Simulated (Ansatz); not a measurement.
# MoP (P-6m2) in Ansatz: a series of runs

The runs below take MoP through relaxation of cell and atoms, with B3LYP, HSE06.

Program: Ansatz 0.2.0. These are calculated values, not measurements. Logs are shortened: lines on timing, memory, paths and dates and some standing lists are left out, and cuts for length are marked.

**1. The structure**

The structure is hexagonal, space group P-6m2 (No. 187). The conventional cell has a = 3.223 Å, b = 3.223 Å, c = 3.191 Å, α = 90.00°, β = 90.00°, γ = 120.00°. Mo (site symmetry -6m2) is surrounded by 6 P at 2.45 Å. P (site symmetry -6m2) is surrounded by 6 Mo at 2.45 Å.

**2. Relaxation of cell and atoms, B3LYP**

Contents of input.yaml:

```yaml
crystal:
  lattice:
    - [3.223, 0.0, 0.0]
    - [-1.6115, 2.7911998764, 0.0]
    - [0.0, 0.0, 3.191]
  atoms:
    - { symbol: Mo, position: [0.0, 0.0, 0.0] }
    - { symbol: P, position: [0.3333333333, 0.6666666667, 0.5] }
hamiltonian:
  xc: b3lyp
  pseudopotentials: { kind: paw }
kpoints:
  mp_grid: { grid: [5, 5, 4] }
scf:
  occupations: { method: fermi_dirac, width: 0.05 }
output:
  forces: true
  stress: true
relax:
  f_tol: 0.01
  max_steps: 40
  cell: { stress_tol: 0.05 }
```

Potentials or basis: Ansatz PAW.

Run with:

```console
ansatz run input.yaml --threads 2 --pin off --max-ram 5632MiB --backend cpu --events-out ev --progress --plain --runs-dir out
```

What it wrote:

```text
Warning: RAYON_NUM_THREADS=2 ignored (pool sized by the plan → 2); use --threads N
Engine: ansatz 0.2.0, x86_64-unknown-linux-gnu
Pseudopotentials: kind: paw
Pseudopotential: Mo, paw, valence charge 14, recommended cutoff 420 eV (normal), Mo.paw.azcp
Pseudopotential: P, paw, valence charge 5, recommended cutoff 420 eV (normal), P.paw.azcp
Functional definition: B3LYP
  parameter a0 = 0.2
  parameter ax = 0.72
  parameter ac = 0.81
  exchange = (1 - a0 - ax)*slater_x + ax*b88_x + a0*exact_x
  correlation = (1 - ac)*vwn_rpa_c + ac*lyp_c
Crystal: 2 atoms, lattice volume = 28.706 Å³
Basis set: ecut = 420 eV, 551 PW (Γ), exchange–correlation on 48×48×48 points (8 copies of the dense FFT grid, shifted against one another)
Bands: 14, of which v1, the nominal top of the filled ones, is band 10 counted from 1 (9 counted from 0)
Symmetry: 12 space group operations
Space group: P-6m2 (ITA 187), of the structure as read, at distance tolerance 3.1e-5 Å
k-points: 15 of 100 (time reversal used)
Non-local potential: Mo, projectors of the file, l = 0: 3, l = 1: 2, l = 2: 2, l = 3: 1
Non-local potential: P, projectors of the file, l = 0: 2, l = 1: 2, l = 2: 2
PAW form: soft (Blöchl's): semilocal exchange-correlation on the pseudo side does not see the compensation charge
PAW frozen core: Mo, regenerated for the run's functional, and the local potential with it (the file was generated under x = pbe(κ = 0.804, μ = 0.2195149727645171), c = pbe(β = 0.06672455060314922))
PAW frozen core: P, regenerated for the run's functional, and the local potential with it (the file was generated under x = pbe(κ = 0.804, μ = 0.2195149727645171), c = pbe(β = 0.06672455060314922))
PAW one-centre angular grid: Mo, 590 points (default); XC on 64 Gauss nodes
PAW one-centre angular grid: P, 110 points (default); XC on 64 Gauss nodes
Initial density: superposition of atomic densities (neutral atoms: chi_scale 0, normalization atom), corrected by the library's trained network
Initial wavefunctions: pseudopotential atomic-orbital guess
Functional: x = 0.1 slater + 0.9 b88, c = 0.19 vwn_rpa + 0.81 lyp, warm-up for x = 0.08 slater + 0.72 b88 + 0.2 exact, c = 0.19 vwn_rpa + 0.81 lyp
SCF iter   1: F=—  HF=-5725.794812 eV  |F-HF|=—  |Δ(HF+E_count)|=         —  Δρ=1.33e-2  dr2=5.07e-2  ethr=1.77e-3  ⟨swp⟩=7.0  Hψ=869  notcnv=0
preconditioner: auto → none  [insulator: Δε(μ)=0.143 eV  Ē_g=8.774 eV  σ=0.050 eV  W_gap=0.58  n_scr=8 (ndim 8)  ℏωp=23.0 eV  f_vac=0.000  D(μ)=1.29/eV (n_scr^D=8)]
iter 2 solved again at ethr=2.40e-5 eV; its pass at ethr=2.67e-4 eV (dr2=4.57e-3 eV) is discarded
SCF iter   2: F=—  HF=-5725.779310 eV  |F-HF|=—  |Δ(HF+E_count)|=   1.55e-2  Δρ=4.72e-3  dr2=4.55e-3  ethr=2.40e-5  ⟨swp⟩=2.1  Hψ=833  notcnv=0  defer=1
SCF iter   3: F=—  HF=-5725.779359 eV  |F-HF|=—  |Δ(HF+E_count)|=   4.85e-5  Δρ=1.19e-3  dr2=1.23e-4  ethr=2.40e-5  ⟨swp⟩=3.1  Hψ=448  notcnv=0  defer=1
SCF iter   4: F=—  HF=-5725.779520 eV  |F-HF|=—  |Δ(HF+E_count)|=   1.61e-4  Δρ=2.73e-4  dr2=6.51e-6  ethr=6.48e-7  ⟨swp⟩=3.1  Hψ=452  notcnv=0  defer=1
SCF iter   5: F=—  HF=-5725.779530 eV  |F-HF|=—  |Δ(HF+E_count)|=   1.06e-5  Δρ=3.24e-5  dr2=2.01e-7  ethr=3.43e-8  ⟨swp⟩=3.1  Hψ=448  notcnv=0  defer=1
SCF iter   6: F=—  HF=-5725.779530 eV  |F-HF|=—  |Δ(HF+E_count)|=   5.34e-8  Δρ=5.69e-6  dr2=5.15e-9  ethr=1.06e-9  ⟨swp⟩=3.0  Hψ=445  notcnv=0
SCF iter   7: F=—  HF=-5725.779530 eV  |F-HF|=—  |Δ(HF+E_count)|=   6.04e-9  Δρ=1.24e-6  dr2=4.60e-10  ethr=2.71e-11  ⟨swp⟩=3.1  Hψ=488  notcnv=0
SCF iter   8: F=—  HF=-5725.779530 eV  |F-HF|=—  |Δ(HF+E_count)|=  1.26e-10  Δρ=2.65e-7  dr2=2.33e-11  ethr=2.42e-12  ⟨swp⟩=2.9  Hψ=392  notcnv=0
SCF iter   9: F=-5725.779530 eV  HF=-5725.779530 eV  |F-HF|=2.73e-12  |Δ(HF+E_count)|=  9.09e-13  Δρ=3.66e-8  dr2=3.10e-13  ethr=1.00e-12  ⟨swp⟩=2.0  Hψ=357  notcnv=0
SCF 1 converged in 9 iterations: F = -5725.779530 eV  dr2 = 3.10e-13
Initial density: handed on by an earlier stage of this run
Initial wavefunctions: those handed on with the density
Functional: x = 0.08 slater + 0.72 b88 + 0.2 exact, c = 0.19 vwn_rpa + 0.81 lyp
Frozen-core exchange: fock
iter 1 solved again at ethr=1.11e-4 eV; its pass at ethr=1.00e-1 eV (dr2=2.11e-2 eV) is discarded
SCF iter   1: F=—  HF=-5728.289748 eV  |F-HF|=—  |Δ(HF+E_count)|=         —  Δρ=8.39e-3  dr2=2.42e-2  ethr=1.11e-4  ⟨swp⟩=3.9  Hψ=898  notcnv=0
preconditioner: auto → none  [insulator: Δε(μ)=0.412 eV  Ē_g=10.466 eV  σ=0.050 eV  W_gap=0.75  n_scr=8 (ndim 8)  ℏωp=23.0 eV  f_vac=0.000  D(μ)=0.90/eV (n_scr^D=8)]
SCF iter   2: F=—  HF=-5728.283426 eV  |F-HF|=—  |Δ(HF+E_count)|=   6.32e-3  Δρ=4.05e-3  dr2=7.45e-3  ethr=1.11e-4  ⟨swp⟩=3.0  Hψ=545  notcnv=0
SCF iter   3: F=—  HF=-5728.281564 eV  |F-HF|=—  |Δ(HF+E_count)|=   1.86e-3  Δρ=1.50e-3  dr2=1.05e-3  ethr=3.58e-5  ⟨swp⟩=3.0  Hψ=464  notcnv=0
SCF iter   4: F=—  HF=-5728.281427 eV  |F-HF|=—  |Δ(HF+E_count)|=   1.36e-4  Δρ=3.94e-4  dr2=5.99e-4  ethr=2.34e-6  ⟨swp⟩=3.0  Hψ=408  notcnv=0
[... 127 lines left out ...]
SCF 13 converged in 2 iterations: F = -5728.307594 eV  dr2 = 9.06e-12
  Residual-converged pass: ⟨swp⟩=4.0  Hψ=583  notcnv=0  max |occ|·‖R‖ = 9.3e-9 eV (tolerance 1.0e-8 eV)  dr2=9.30e-12  dr2_onsite=6.38e-13  max |Δocc| = 4.4e-16
hybrid outer 3: dexx = +1.250e-11 eV, tail = 1.97e-11 eV, Δε = 1.80e-5 eV (about 4.42e-6 eV left of the loop's levels), ΔF = 1.85e-17 eV/Å (tail 2.58e-5)
relax step   4: F+E_penalty+E_count = -5728.30759435 eV  Δ(F+E_penalty+E_count) = -1.232e-4 eV  max|allowed force component| = 4.626e-17 eV/Å  Δτ_max = 0.0000 Å  P = +0.016 GPa  Ω = 29.388 Å³  energy of the carried Pulay correction = -1.305e-4 eV  (13 SCF iters, accepted)
Frozen-core exchange: fock
iter 1 solved again at ethr=2.64e-10 eV; its pass at ethr=1.00e-1 eV (dr2=5.02e-8 eV) is discarded
SCF iter   1: F=—  HF=-5728.307734 eV  |F-HF|=—  |Δ(HF+E_count)|=         —  Δρ=9.61e-5  dr2=8.05e-8  ethr=2.64e-10  ⟨swp⟩=13.7  Hψ=1535  notcnv=0
preconditioner: auto → none  [insulator: Δε(μ)=0.504 eV  Ē_g=10.695 eV  σ=0.050 eV  W_gap=0.92  n_scr=8 (ndim 8)  ℏωp=22.7 eV  f_vac=0.000  D(μ)=0.37/eV (n_scr^D=0)]
SCF iter   2: F=—  HF=-5728.307748 eV  |F-HF|=—  |Δ(HF+E_count)|=   1.35e-5  Δρ=4.81e-5  dr2=2.00e-8  ethr=2.64e-10  ⟨swp⟩=2.9  Hψ=417  notcnv=0  defer=30
iter 3 solved again at ethr=3.13e-12 eV; its pass at ethr=1.05e-10 eV (dr2=5.94e-10 eV) is discarded
SCF iter   3: F=—  HF=-5728.307752 eV  |F-HF|=—  |Δ(HF+E_count)|=   4.49e-6  Δρ=1.18e-6  dr2=6.29e-10  ethr=3.13e-12  ⟨swp⟩=2.9  Hψ=892  notcnv=0  defer=27
SCF iter   4: F=-5728.307752 eV  HF=-5728.307752 eV  |F-HF|=4.36e-8  |Δ(HF+E_count)|=  3.91e-11  Δρ=3.98e-7  dr2=1.77e-11  ethr=3.13e-12  ⟨swp⟩=4.3  Hψ=498  notcnv=0  defer=14
SCF 14 converged in 4 iterations: F = -5728.307752 eV  dr2 = 1.77e-11
hybrid outer 1: dexx = +2.979e-7 eV, tail = 1.62e-9 eV
Frozen-core exchange: fock
SCF iter   1: F=—  HF=-5728.307752 eV  |F-HF|=—  |Δ(HF+E_count)|=         —  Δρ=5.88e-7  dr2=2.53e-11  ethr=4.25e-11  ⟨swp⟩=10.2  Hψ=766  notcnv=0
preconditioner: auto → none  [insulator: Δε(μ)=0.503 eV  Ē_g=10.245 eV  σ=0.050 eV  W_gap=0.92  n_scr=8 (ndim 8)  ℏωp=22.7 eV  f_vac=0.000  D(μ)=0.37/eV (n_scr^D=0)]
SCF iter   2: F=-5728.307752 eV  HF=-5728.307752 eV  |F-HF|=9.09e-12  |Δ(HF+E_count)|=  3.46e-11  Δρ=2.87e-7  dr2=7.86e-12  ethr=1.00e-12  ⟨swp⟩=2.3  Hψ=366  notcnv=0
SCF 15 converged in 2 iterations: F = -5728.307752 eV  dr2 = 7.86e-12
  Residual-converged pass: ⟨swp⟩=4.0  Hψ=624  notcnv=0  max |occ|·‖R‖ = 9.1e-9 eV (tolerance 1.0e-8 eV)  dr2=8.46e-12  dr2_onsite=6.47e-13  max |Δocc| = 4.4e-16
hybrid outer 2: dexx = +9.300e-12 eV, tail = 1.71e-11 eV, Δε = 1.46e-5 eV (about 1.42e-6 eV left of the loop's levels)
relax step   5: F+E_penalty+E_count = -5728.30775245 eV  Δ(F+E_penalty+E_count) = -1.581e-4 eV  max|allowed force component| = 3.701e-17 eV/Å  Δτ_max = 0.0000 Å  P = +0.025 GPa  Ω = 29.388 Å³  stress off target by 3.56e-2 GPa  SCF on the basis re-selected at this cell (its energy is not comparable with the rows above)  (6 SCF iters)
basis re-selected at this cell: Δ(F+E_penalty+E_count) = -1.581e-4 eV, ΔP = +0.008 GPa vs the last step (what re-selecting the basis moved, of the pressure what is left beyond the Pulay correction that the steps carried, after the strain that the cell walked since its last selection, with what the two solves' SCF thresholds leave and, on support functions, any second-order correction that the steps lacked; it is no measure of the basis error at this ecutwfc). This SCF's stress stands 3.56e-2 GPa from its target on what of the cell is left free (relax.cell.stress_tol is 5.00e-2 GPa) and its largest allowed force component is 3.70e-17 eV/Å (relax.f_tol is 1.00e-2 eV/Å): within both
hybrid SCF converged: 2 outer / 6 inner (+0 warm-up), last move |dexx| = 9.30e-12 eV, tail = 1.71e-11 eV
Stability not checked: this state was not tested for a lower state beside it, because the functional holds exact exchange (a hybrid, or Hartree-Fock), whose exchange loop this test does not read (fock_operator; see scf.lower_state_search)
Free energy (F): -5728.307752 eV
Frozen-core exchange: fock
Harris-Foulkes:  -5728.307752 eV  (|F-HF|=9.09e-12)
Internal energy: -5728.304300 eV  (E = F + TS)
E sigma→0 (E₀):  -5728.306026 eV
Entropy (-TS):   -0.003453 eV (-1.726 meV/atom)
Fermi energy:    17.233605 eV
--- Per-component energies (eV) ---
  E_band       = -99.125559
  E_kinetic    = 516.560788
  E_local      = -1042.944777  (includes V_loc(G=0)·N_el)
  E_nonlocal   = 176.861507
  E_hartree    = 361.455739
  E_xc         = -200.775652
  E_vxc        = -236.187941  (∫ρ·V_xc dr)
  E_exx        = -46.500243  (= α·E_x^exact, valence–valence)
  E_paw        = -3785.728528  (= ΣΔE_a)
  E_vpaw       = -143.326241  (= ΣTr[D̂ρ^β])
  E_aug_tail   = 0.000043  (compensation charges beyond the density's cutoff)
  E_ewald      = -1706.960638
  E_core_change = -0.272539  (= ΣΔE_core)
  E_smearing   = -0.003453  (= −TS)
  E_closure    = -0.000000  (closes the sum)
  Σ components = -5728.307752   (vs F -5728.307752, Δ=0.00e0)
--- Forces (eV/Å), atoms counted from 1 ---
  atom   1  Mo     0.00000000     0.00000000     0.00000000
  atom   2  P     -0.00000000    -0.00000000    -0.00000000
  max |Σ_I F_I| component: 7.40e-17 eV/Å
--- Stress (GPa, compression-positive) ---
        0.019644       0.000000       0.000000
        0.000000       0.019644      -0.000000
        0.000000      -0.000000       0.035589
  P = ⅓ Tr σ = 0.0250 GPa (0.250 kbar)
--- Band table (eV; the first three rows and the last of 15) ---
  k-point 0: bands = ["-47.9272", "-20.8864", "-20.7382", "-20.7382", "1.5747", "12.3907", "13.0303", "13.0303", "15.7313", "16.8500", "16.8500", "21.7244"]
  k-point 1: bands = ["-47.9180", "-21.0271", "-20.7289", "-20.7289", "2.5535", "10.5691", "13.4481", "13.4481", "15.3479", "15.3479", "16.5974", "21.8917"]
  k-point 2: bands = ["-47.9100", "-21.1701", "-20.7178", "-20.7178", "4.0694", "8.2086", "13.6662", "13.6662", "14.8033", "14.8033", "18.8632", "20.5991"]
  k-point 14: bands = ["-47.8722", "-21.0910", "-21.0320", "-20.8789", "4.6520", "9.6975", "10.3779", "12.8279", "15.1506", "19.4268", "20.4910", "20.8756"]
  guard bands above this table: 2 of the run's 14 bands. The solve was not asked for them (output.publish_guard_bands: true or output.eigenvalues: true publishes all)
--- Relaxed structure (4 steps of the walk, 4 accepted, 1 SCFs on fresh bases) ---
  F+E_penalty+E_count = -5728.30775245 eV   max|allowed force component| = 3.701e-17 eV/Å   (the final SCF, on the basis selected at the relaxed cell)
  cell:  # Å, volume = 29.3876 Å³
    - [3.23716921588832, -2.1624039820539142e-33, 0.0]
    - [-1.61858460794416, 2.803470777308237, 0.0]
    - [0.0, 0.0, 3.2381971019853113]
  atoms:
    - { symbol: Mo, position: [0.0, -3.700743415524894e-17, 0.0] }
    - { symbol: P, position: [0.3333333333333333, 0.6666666666666666, 0.5000000000000001] }
```

Wall time 76 s (2 threads of Intel Xeon at 2.50GHz (Skylake/Cascade Lake), shared host); peak memory 0.7 GiB.

Results:

* Free energy: -5728.3078 eV
* Relaxed volume: 14.69 Å³/atom
* Relaxed cell: a = 3.237 Å, b = 3.237 Å, c = 3.238 Å, α = 90.00°, β = 90.00°, γ = 120.00°
* Space group after relaxing (to 0.05 Å): P-6m2 (No. 187)
* Energy gained by relaxing: 7.9 meV/atom
* Ionic steps: 5
* Pressure after relaxing: 0.0 GPa
* Band gap on the k mesh: none (metal or under the smearing width)

The path:
| step | energy change (eV) | largest force (eV/Å) | volume (Å³) |
| --- | --- | --- | --- |
| 1 | 0.0000 | 0.0000 | 28.71 |
| 2 | -0.0089 | 0.0000 | 29.44 |
| 3 | -0.0155 | 0.0000 | 29.46 |
| 4 | -0.0157 | 0.0000 | 29.39 |
| 5 | -0.0158 | 0.0000 | 29.39 |

Final structure:
```
Mo P
1.0
     3.23717    0.00000    0.00000
    -1.61858    2.80347    0.00000
     0.00000    0.00000    3.23820
Mo P
1 1
Direct
  0.00000 0.00000 0.00000
  0.33333 0.66667 0.50000
```

Caveat: the k mesh is coarse (spacing up to 0.49 Å⁻¹), so the values aren't converged, least of all with exact exchange; the plane-wave basis is chosen anew once the cell has moved, so the energies of steps on either side of that aren't comparable; the PAW data sets come from PBE, with cores solved anew for the run's functional, which leaves a small shift of forces and pressure.

**3. Relaxation of cell and atoms, HSE06**

Changes to input.yaml since step 2:

```diff
@@ -9,3 +9,3 @@
 hamiltonian:
-  xc: b3lyp
+  xc: hse06
   pseudopotentials: { kind: paw }
@@ -18,2 +18,6 @@
   stress: true
+  write_density: true
+  write_potential: true
+  elf: true
+  volumetric_format: npy
 relax:
```

Potentials or basis: Ansatz PAW.

Run with:

```console
ansatz run input.yaml --threads 2 --pin off --max-ram 5632MiB --backend cpu --events-out ev --progress --plain --runs-dir out
```

Run time: 1.8 min. Hardware: 2 threads of Intel Xeon at 2.50GHz (Skylake/Cascade Lake), shared host; peak memory 0.69 GiB.

It converged, with:

| Item | Value |
| --- | --- |
| Free energy | -5715.5767 eV |
| Relaxed volume | 14.05 Å³/atom |
| Relaxed cell | a = 3.181 Å, b = 3.181 Å, c = 3.207 Å, α = 90.00°, β = 90.00°, γ = 120.00° |
| Space group after relaxing (to 0.05 Å) | P-6m2 (No. 187) |
| Energy gained by relaxing | 7.0 meV/atom |
| Ionic steps | 5 |
| Pressure after relaxing | 0.0 GPa |
| Band gap on the k mesh | none (metal or under the smearing width) |

The path:
```csv
step,energy change (eV),largest force (eV/Å),volume (Å³)
1,0.0000,0.0000,28.71
2,-0.0140,0.0000,28.19
3,-0.0142,0.0000,28.11
4,-0.0142,0.0000,28.10
5,-0.0141,0.0000,28.10
```

Final structure:
```
Mo P
1.0
     3.18074    0.00000    0.00000
    -1.59037    2.75460    0.00000
     0.00000    0.00000    3.20740
Mo P
1 1
Cartesian
  0.0000 0.0000 0.0000
  0.0000 1.8364 1.6037
```

Levels at points of the mesh, in eV from the Fermi level:
```tsv
k point	band 6	band 7	band 8	band 9	band 10	band 11	band 12
(0.00, 0.00, 0.00)	-4.95	-4.01	-4.01	-1.25	0.04	0.04	4.71
(0.00, 0.00, -0.50)	-9.21	-3.31	-3.31	-2.20	-2.20	1.59	3.43
```

Caveat: the k mesh is coarse (spacing up to 0.49 Å⁻¹), so the values aren't converged, least of all with exact exchange; the plane-wave basis is chosen anew once the cell has moved, so the energies of steps on either side of that aren't comparable; the PAW data sets come from PBE, with cores solved anew for the run's functional, which leaves a small shift of forces and pressure.
